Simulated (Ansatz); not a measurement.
**Os: one crystal by all-electron and frozen-core methods**

Aim: solve Os at one geometry with full-potential LAPW, frozen-core PAW and all-electron PAW on datasets made for the crystal, and see where they agree.

This is Os in the fcc structure; at room conditions it is hcp.

Method: DFT PBE, scalar-relativistic, in Ansatz 0.2.0.

### 1 The structure to begin with

Symmetry: Fm-3m, No. 225, cubic system. Conventional cell: a = 3.890 Å, b = 3.890 Å, c = 3.890 Å, α = 90.00°, β = 90.00°, γ = 90.00°. Around Os (site symmetry m-3m) lie 12 Os at 2.75 Å.

Coordinates:

```
CELL_PARAMETERS angstrom
0.00000 1.94500 1.94500
1.94500 0.00000 1.94500
1.94500 1.94500 0.00000
ATOMIC_POSITIONS crystal
Os 0.00000 0.00000 0.00000
```

The geometry is a database entry used as it stands. It may stem from high pressure or temperature, or be incomplete, so it serves as a test cell.

### 2 Full-potential LAPW

The input, input.yaml:

```yaml
crystal:
  lattice:
    - [0.0, 1.945, 1.945]
    - [1.945, 0.0, 1.945]
    - [1.945, 1.945, 0.0]
  atoms:
    - { symbol: Os, position: [0.0, 0.0, 0.0] }
kpoints:
  mp_grid: { grid: [14, 14, 14] }
  band_path:
    path:
      - [0.0, 0.0, 0.0]
      - [0.5, 0.0, 0.5]
      - [0.625, 0.25, 0.625]
      - [0.375, 0.375, 0.75]
      - [0.0, 0.0, 0.0]
      - [0.5, 0.5, 0.5]
      - [0.5, 0.25, 0.75]
      - [0.5, 0.0, 0.5]
    npoints: 8
scf:
  occupations: { method: fermi_dirac, width: 0.05 }
hamiltonian:
  xc: pbe
  pseudopotentials: { kind: all_electron, lapw: { basis_error: 0.0005 } }
output:
  forces: true
  stress: true
  eigenvalues: true
  fatbands: true
  populations: true
  dos: { projected: true, de: 0.2, e_range: [-14, 8] }
```

### 3 Frozen-core PAW

Changes to input.yaml since step 2:

```diff
@@ -24,3 +24,3 @@
   xc: pbe
-  pseudopotentials: { kind: all_electron, lapw: { basis_error: 0.0005 } }
+  pseudopotentials: { kind: paw }
 output:
@@ -29,4 +29,5 @@
   eigenvalues: true
-  fatbands: true
+  efg: { contact_densities: true }
   populations: true
+  bader: true
   dos: { projected: true, de: 0.2, e_range: [-14, 8] }
```

### 4 All-electron PAW on datasets made for the crystal

Changes to input.yaml since step 3:

```diff
@@ -24,3 +24,3 @@
   xc: pbe
-  pseudopotentials: { kind: paw }
+  pseudopotentials: { kind: all_electron, datasets: crystal }
 output:
@@ -30,4 +30 @@
   efg: { contact_densities: true }
-  populations: true
-  bader: true
-  dos: { projected: true, de: 0.2, e_range: [-14, 8] }
```

(Steps that only read results are left out.)

**Question.** What will these runs give? Wanted: pressure; gap.

**Answer**, as computed:

| quantity | value |
| --- | --- |
| pressure | LAPW -9.40, PAW -9.42, crystal datasets -9.40 GPa |
| gap (LAPW) | none |

In words: At this geometry the cell is under tension of 9.4 GPa, so it would shrink if let go. Bands cross the Fermi level: the crystal is a metal at this level. Within 0.3 eV of the Fermi level the largest projected share is Os 5d (96 %). The projection holds only the free atom's occupied shells (Os 6s, Os 5d in this range). In pressure, PAW differs from LAPW by -0.02 GPa. The price, with the outputs that each input asks for: 19 s for LAPW against 6.4 s for PAW, about 3 to one. Spin-orbit coupling is left out, though the cell holds Os; in elements this heavy it can shift bands and gaps by tenths of an eV.
